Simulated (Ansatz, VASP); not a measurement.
This is a calculation of Mg5Te for Ansatz 0.2.0.

File input.yaml:

```yaml
crystal:
  lattice:
    - [2.7888620199, 1.6101502379, 5.2849918958]
    - [-2.7888620199, 1.6101502379, 5.2849918958]
    - [0.0, -3.2203004759, 5.2849918958]
  atoms:
    - { symbol: Te, position: [0.5, 0.5, 0.5] }
    - { symbol: Mg, position: [0.829808, 0.829808, 0.829808] }
    - { symbol: Mg, position: [0.170192, 0.170192, 0.170192] }
    - { symbol: Mg, position: [0.0, 0.668453, 0.331547] }
    - { symbol: Mg, position: [0.331547, 0.0, 0.668453] }
    - { symbol: Mg, position: [0.668453, 0.331547, 0.0] }
hamiltonian:
  xc: pbe
  pseudopotentials: { kind: paw }
kpoints:
  mp_grid: { grid: [6, 6, 6] }
scf:
  occupations: { method: fermi_dirac, width: 0.05 }
output:
  forces: true
  stress: true
  eigenvalues: true
```

Potentials or basis: Ansatz PAW.

The run is started by

```console
$ ansatz run input.yaml --threads 2 --pin off --max-ram 5120MiB --backend cpu --events-out ev --progress --plain --runs-dir out
```

Q: Set up the same calculation for VASP 6.6.1. Potentials there: VASP PAW PBE potentials, release 64 (Te, Mg).

A: As run (the cutoff follows the program's own potentials):

The input INCAR:

```
  PREC = Accurate
  ENCUT = 520
  EDIFF = 1E-7
  ISMEAR = -1
  SIGMA = 0.05
  LREAL = False
  LASPH = True
  NELM = 100
  ALGO = Normal
  ISIF = 2
  LWAVE = False
  LCHARG = False
  GGA = PE
  NBANDS = 17
```

File KPOINTS:

```
Automatic mesh
0
Gamma
  6 6 6
```

POSCAR

```
Mg5Te
1.0
    2.7888620199      1.6101502379      5.2849918958
   -2.7888620199      1.6101502379      5.2849918958
    0.0000000000     -3.2203004759      5.2849918958
Te Mg
1 5
Direct
    0.5000000000      0.5000000000      0.5000000000
    0.8298080000      0.8298080000      0.8298080000
    0.1701920000      0.1701920000      0.1701920000
    0.0000000000      0.6684530000      0.3315470000
    0.3315470000      0.0000000000      0.6684530000
    0.6684530000      0.3315470000      0.0000000000
```

Potentials or basis: VASP PAW PBE potentials, release 64 (Te, Mg).

Run with:

```bash
$ cat potpaw_PBE.64/Te/POTCAR potpaw_PBE.64/Mg/POTCAR > POTCAR
$ mpirun -np 1 vasp_std > vasp.out
```

Both were run:

|  | VASP | Ansatz | Ansatz less VASP |
| --- | --- | --- | --- |
| gap on the k mesh at the Fermi level (eV) | none | none | - |
| pressure (GPa) | 0.0 | 0.1 | +0.11 |
| rms of the force components (eV/Å) | 0.009 | 0.008 | -0.0003 |

Atom by atom the forces differ by 0.000 eV/Å (rms over components). A gap of «none» marks a metal or a gap that the smearing closes. The two sets of potentials don't hold the same shells in valence.

Spin-orbit coupling is left out, which matters for the levels of Te.
